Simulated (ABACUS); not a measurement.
**BN: equation of state with PBE**

Crystal: BN.

```xyz
4
Lattice="2.4982 0.0000 0.0000 -1.2491 2.1635 0.0000 0.0000 0.0000 6.6357" Properties=species:S:1:pos:R:3 pbc="T T T"
N     1.2491    0.7212    1.6589
N     0.0000    1.4424    4.9768
B     1.2491    0.7212    4.9768
B     0.0000    1.4424    1.6589
```

| Property | Result |
| --- | --- |
| Program | ABACUS 3.10.1 |
| Task | equation of state |
| Functional | PBE |
| Potentials or basis | PseudoDojo NC SR 0.4.1 PBE standard |
| Cutoff | 1361 eV |
| Density cutoff | 5442 eV |
| Basis | TZDP LCAO (the cutoffs set its grid) |
| k mesh | 8 × 8 × 3 |
| Occupations | fermi-dirac, width 0.05 eV |
| Spin | no spin polarisation |

```json
{
 "Equilibrium volume": "9.16 Å³/atom",
 "Bulk modulus at fixed shape and positions": "235 GPa",
 "Pressure derivative of the bulk modulus": "3.7 (rough: it moves with the points fitted)"
}
```

Energy against volume, from the lowest point:
```
volume (Å³/atom)  energy (meV/atom)
           8.429              48.46
           8.787              11.69
           9.146               0.00
           9.505               9.13
```

All runs of the series together: 48 s on 4 threads of Intel(R) Xeon(R) 6975P-C (Granite Rapids), with other jobs on the host.

Caveat: the k mesh is coarse (spacing up to 0.36 Å⁻¹), so the values aren't converged; the atomic orbitals were generated for these runs and aren't a published set; the cell was scaled at fixed shape and fractional positions, which overstates the stiffness of a crystal with free parameters, most of all of layers and chains; this functional lacks dispersion, which binds the layers, so the pressure and a relaxed spacing across them are unreliable; the basis of atomic orbitals isn't converged, which shifts pressures, moduli and gaps.
